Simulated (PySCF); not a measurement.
Mapped SMILES: `[CH3:1][CH2:2][C:3](=[O:4])[OH:5]`. Hydrogens are named by the atom that carries them.

GIAO shifts from PySCF 2.14 on PBE0-D3(BJ)/def2-SVP geometries (one conformer, non-relativistic, equivalent nuclei averaged), against TMS at the same level and in the same medium; PCM means IEF-PCM chloroform.

Measured (solution, not stated per compound (mostly CDCl3 or CCl4); Pretsch, Buehlmann, Badertscher, Structure Determination of Organic Compounds, 4th ed. (2009)): C2 28.5, C1 9.6, H(C2) 2.36, H(C1) 1.16 ppm.

Which unscaled values do B3LYP/pcSseg-2, gas; PBE0/pcSseg-1, PCM; WP04/pcSseg-1, PCM; wB97X-D/pcSseg-1, PCM give, and how close are they?

Answers


```csv
atoms,measured,"B3LYP/pcSseg-2, gas","PBE0/pcSseg-1, PCM","WP04/pcSseg-1, PCM","wB97X-D/pcSseg-1, PCM"
C2,28.5,28.7,27.8,30.5,28.1
C1,9.6,10.4,9.9,12.4,10.2
H(C2),2.36,2.37,2.38,2.38,2.35
H(C1),1.16,1.08,1.05,1.11,1.06
```

Mean absolute error for 13C: B3LYP/pcSseg-2, gas 0.5, PBE0/pcSseg-1, PCM 0.5, WP04/pcSseg-1, PCM 2.4, wB97X-D/pcSseg-1, PCM 0.5 ppm.

Mean absolute error for 1H: B3LYP/pcSseg-2, gas 0.05, PBE0/pcSseg-1, PCM 0.06, WP04/pcSseg-1, PCM 0.03, wB97X-D/pcSseg-1, PCM 0.05 ppm.

The C=O carbon of an acid or of an amide with N–H lies up to 10 ppm further downfield in solution, through hydrogen bonding that the calculation lacks.
